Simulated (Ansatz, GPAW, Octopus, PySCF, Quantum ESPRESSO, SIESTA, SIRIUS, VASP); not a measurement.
# CdS: 9 runs at one level of theory

```
Cd S
1.0
     0.00000    2.91650    2.91650
     2.91650    0.00000    2.91650
     2.91650    2.91650    0.00000
Cd S
1 1
Direct
  0.00000 0.00000 0.00000
  0.75000 0.75000 0.75000
```

Alike in all runs: functional PBEsol; k mesh 8 × 8 × 8; occupations fermi-dirac, width 0.05 eV; no spin polarisation; no spin-orbit coupling. Pressure is positive in compression and, in plane waves, holds the error of the finite cutoff, which Ansatz's Pulay term estimates and takes out.

```csv
program and potentials,plane-wave cutoff (eV),notes,band gap (eV),pressure (GPa)
"Ansatz, Ansatz PAW",420,"potentials made for PBE, which Ansatz adapts in part; 13 valence electrons an atom on average",?,?
"Octopus, pseudodojo_pbesol (PseudoDojo 0.4, PBEsol)",-,13 valence electrons an atom on average,1.00,-
"VASP, PBE PAW files Cd, S, 520 eV",520,potentials made for PBE; 9 valence electrons an atom on average,1.01,0.12
"GPAW, PAW data sets generated for this functional",600,9 valence electrons an atom on average,0.98,-0.48
"PySCF, DZVP-MOLOPT-SR/GTH-PBE (potentials made for PBE)",-,atomic basis; potentials made for PBE; 9 valence electrons an atom on average,0.95,-
"SIRIUS, PseudoDojo 0.4.1 PBEsol standard (scalar relativistic)",1388,13 valence electrons an atom on average,1.00,-0.26
"SIESTA, files PseudoDojo sr-pbesol-0.4.1-standard, DZP (energy shift 0.003 Ry; two zetas on semicore shells)",-,atomic basis; 13 valence electrons an atom on average,1.24,0.03
"Ansatz, all-electron LAPW, scalar-relativistic",-,-,1.00,-0.24
"Quantum ESPRESSO, GBRV 1.5 PBEsol",612,9 valence electrons an atom on average,0.97,0.05
```

Problem. Estimate from the other rows what the run with Ansatz, Ansatz PAW gave.

Solution. Band gap 1.00 eV; pressure -0.27 GPa. Its pressure holds a Pulay term of +0.02 GPa. The other rows, which needn't bracket it: band gap 0.95 to 1.24; pressure -0.48 to 0.12.
